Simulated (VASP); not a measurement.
Set up this calculation in VASP 6.6.1, as the native input.

```yaml
Task: single point
Functional: PBE
Dispersion: D3(BJ)
Potentials_or_basis: VASP PAW PBE potentials, release 64 (Pb_d)
Cutoff: 520 eV
k_mesh: 12 × 12 × 1
Occupations: gaussian, width 0.1 eV
Spin: no spin polarisation
Dipole_correction: yes
Further_INCAR_settings: ALGO = Fast; EDIFF = 1e-07; NBANDS = 21
```

The structure of Pb lies in POSCAR:

```
Pb
1.0
    4.8837363702      0.0000000000      0.0000000000
   -2.4418681851      4.2294397620      0.0000000000
    0.0000000000      0.0000000000     28.0000000000
Pb
2
Direct
    0.3333333333      0.6666666667      0.5173417179
    0.6666666667      0.3333333333      0.4826582821
```

The cell was built by a generator and needn't be a form met in nature.

The input as run:

INCAR

```
ALGO = Fast
DIPOL = 0.5 0.5 0.500
EDIFF = 1E-7
ENCUT = 520
GGA = PE
IDIPOL = 3
ISIF = 2
ISMEAR = 0
IVDW = 12
LASPH = True
LCHARG = False
LDIPOL = True
LREAL = False
LWAVE = False
NBANDS = 21
NELM = 100
PREC = Accurate
SIGMA = 0.1
```

KPOINTS

```
k-points
0
Gamma
  12 12 1
```

Potentials or basis: VASP PAW PBE potentials, release 64 (Pb_d).

Command:

```console
$ cat potpaw_PBE.64/Pb_d/POTCAR > POTCAR
$ mpirun -np 1 vasp_std > vasp.out
```

It gave:

| Property | Result |
| --- | --- |
| Largest force | 0.035 eV/Å |
| Band gap on the k mesh | none (metal or under the smearing width) |
| Dispersion energy per atom | -0.153 eV |

It took 3.9 min on 1 thread of AMD EPYC 9R45 96-Core Processor (Zen 5), on a shared host, peak memory 0.67 GiB.
